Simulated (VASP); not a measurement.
## VASP 6.6.1 run: MgS

INCAR

```
SIGMA = 0.01
LCHARG = .FALSE.
EDIFF = 1E-7
ENCUT = 520
METAGGA = R2SCAN
NBANDS = 11
PREC = High
ISIF = 2
LWAVE = .FALSE.
ALGO = Normal
LASPH = .TRUE.
NSW = 0
LREAL = .FALSE.
NELM = 54
ISMEAR = 0
IBRION = -1
```

KPOINTS

```
KPOINTS created by Atomic Simulation Environment
0
Gamma
8 8 8
0 0 0
```

POSCAR

```
Mg S
 1.0000000000000000
     0.0000000000000000    2.8450312253000001    2.8450312253000001
     2.8450312253000001    0.0000000000000000    2.8450312253000001
     2.8450312253000001    2.8450312253000001    0.0000000000000000
 Mg  S
   1   1
Cartesian
  0.0000000000000000  0.0000000000000000  0.0000000000000000
  1.4225156126500000  1.4225156126500000  1.4225156126500000
```

The recommended PBE PAW datasets give the neutral cell 8 valence electrons.

Command

```
mpirun -np 1 vasp_std
```

OSZICAR

```
N       E                     dE             d eps       ncg     rms          rms(c)
DAV:   1     0.153030208335E+02    0.15303E+02   -0.35321E+03   662   0.595E+02
DAV:   2    -0.154050090362E+02   -0.30708E+02   -0.29499E+02   773   0.101E+02
DAV:   3    -0.172267365667E+02   -0.18217E+01   -0.18187E+01   809   0.264E+01
DAV:   4    -0.172406563152E+02   -0.13920E-01   -0.13919E-01   741   0.273E+00
DAV:   5    -0.172408302790E+02   -0.17396E-03   -0.17396E-03   812   0.301E-01    0.418E+00
DAV:   6    -0.154247977003E+02    0.18160E+01   -0.12724E+00   680   0.554E+00    0.419E+00
DAV:   7    -0.154333910906E+02   -0.85934E-02   -0.26329E-01   728   0.232E+00    0.264E+00
DAV:   8    -0.154464270000E+02   -0.13036E-01   -0.11367E-02   689   0.791E-01    0.121E-01
DAV:   9    -0.154467130133E+02   -0.28601E-03   -0.22412E-04   878   0.943E-02    0.113E-01
DAV:  10    -0.154469590992E+02   -0.24609E-03   -0.24887E-04   674   0.136E-01    0.418E-02
DAV:  11    -0.154469610134E+02   -0.19141E-05   -0.15579E-06   819   0.885E-03    0.499E-03
DAV:  12    -0.154469604263E+02    0.58706E-06   -0.87659E-08   738   0.238E-03    0.105E-03
DAV:  13    -0.154469603078E+02    0.11853E-06   -0.15515E-08   547   0.802E-04    0.646E-04
DAV:  14    -0.154469602999E+02    0.78448E-08   -0.15382E-09   379   0.302E-04
   1 F= -.15446960E+02 E0= -.15446960E+02  d E =-.234610E-25
```

From OUTCAR

```
k-points           NKPTS =     29   k-points in BZ     NKDIM =     29   number of bands    NBANDS=     11

   NELECT =       8.0000    total number of electrons

   dimension x,y,z NGX =    30 NGY =   30 NGZ =   30
   dimension x,y,z NGXF=    40 NGYF=   40 NGZF=   40

  energy-cutoff  :      520.00
  volume of cell :       46.06
      direct lattice vectors                 reciprocal lattice vectors
     0.000000000  2.845031225  2.845031225    -0.175744996  0.175744996  0.175744996
     2.845031225  0.000000000  2.845031225     0.175744996 -0.175744996  0.175744996
     2.845031225  2.845031225  0.000000000     0.175744996  0.175744996 -0.175744996

 k-points in reciprocal lattice and weights: KPOINTS created by Atomic Simulation Env
   0.00000000  0.00000000  0.00000000       0.002
   0.12500000  0.00000000  0.00000000       0.016
   0.25000000  0.00000000  0.00000000       0.016
   0.37500000  0.00000000  0.00000000       0.016
   0.50000000  0.00000000  0.00000000       0.008
   0.12500000  0.12500000  0.00000000       0.012
   0.25000000  0.12500000  0.00000000       0.047
   0.37500000  0.12500000  0.00000000       0.047
   ...

 E-fermi :   0.7470

 k-point     1 :       0.0000    0.0000    0.0000
  band No.  band energies     occupation
      1     -11.0118      2.00000
      2       0.6772      2.00000
      3       0.6772      2.00000
      4       0.6772      2.00000
      5       4.7274      0.00000
      6       9.2319      0.00000
      7       9.2319      0.00000
      8       9.2319      0.00000
      9      12.1008      0.00000
     10      12.1008      0.00000
     11      15.2514      0.00000

 k-point     2 :       0.1250    0.0000    0.0000
  band No.  band energies     occupation
      1     -10.9248      2.00000
      2       0.0279      2.00000
      3       0.6244      2.00000
      4       0.6244      2.00000
      5       5.3664      0.00000
      6       9.0473      0.00000
      7       9.4134      0.00000
      8       9.4134      0.00000
      9      11.6407      0.00000
     10      11.6407      0.00000
     11      14.5152      0.00000

 k-point     3 :       0.2500    0.0000    0.0000
  band No.  band energies     occupation
      1     -10.7002      2.00000
      2      -1.1343      2.00000
      3       0.5046      2.00000
      4       0.5046      2.00000
      5       6.2390      0.00000
      6       9.0766      0.00000
      7       9.4302      0.00000
      8       9.4302      0.00000
      9      11.7200      0.00000
     10      11.7200      0.00000
     11      13.6273      0.00000

 k-point     4 :       0.3750    0.0000    0.0000
  band No.  band energies     occupation
      1     -10.4505      2.00000
      2      -2.0661      2.00000
      3       0.3942      2.00000
      4       0.3942      2.00000
      5       6.4373      0.00000
      6       9.0462      0.00000
      7       9.0463      0.00000
      8       9.6315      0.00000
      9      13.0668      0.00000
     10      13.0669      0.00000
     11      13.6686      0.00000

 k-point     5 :       0.5000    0.0000    0.0000
  band No.  band energies     occupation
      1     -10.3379      2.00000
      2      -2.4201      2.00000
      3       0.3509      2.00000
      4       0.3509      2.00000
      5       6.4116      0.00000
      6       8.8672      0.00000
      7       8.8672      0.00000
      8       9.8670      0.00000
      9      14.3813      0.00000
     10      14.4910      0.00000
     11      14.4910      0.00000

 ...

  Total       -0.3279771     -0.3279771     -0.3279771      0.0000000      0.0000000      0.0000000
  in kB      -11.4094063    -11.4094063    -11.4094063      0.0000000      0.0000000      0.0000000
  external PRESSURE =     -11.4094063 kB  Pullay stress =       0.0000000 kB

 POSITION                                       TOTAL-FORCE (eV/Angst)
 -----------------------------------------------------------------------------------
      0.00000      0.00000      0.00000         0.000000     -0.000000     -0.000000
      1.42252      1.42252      1.42252        -0.000000      0.000000      0.000000
 -----------------------------------------------------------------------------------
    total drift:                                0.000016      0.000016      0.000016

  FREE ENERGIE OF THE ION-ELECTRON SYSTEM (eV)
  ---------------------------------------------------
  free  energy   TOTEN  =       -15.4469602999 eV

  energy  without entropy=      -15.4469602999  energy(sigma->0) =      -15.44696030
```

It converged. Results: gap between bands v and c on the k mesh 4.05 eV; least direct gap on the k mesh 4.05 eV; pressure -1.1 GPa. Band v is the last that the valence electrons fill when counted band by band, and c is the next.

For comparison, a separate r²SCAN run of the intended cell, on usual settings and not on those above, gives a gap of 4.05 eV on its mesh and a pressure of -1.1 GPa.

The run above took about 56 s on one core of a shared host (Intel Xeon Platinum 8488C) and held 0.13 GiB at most.
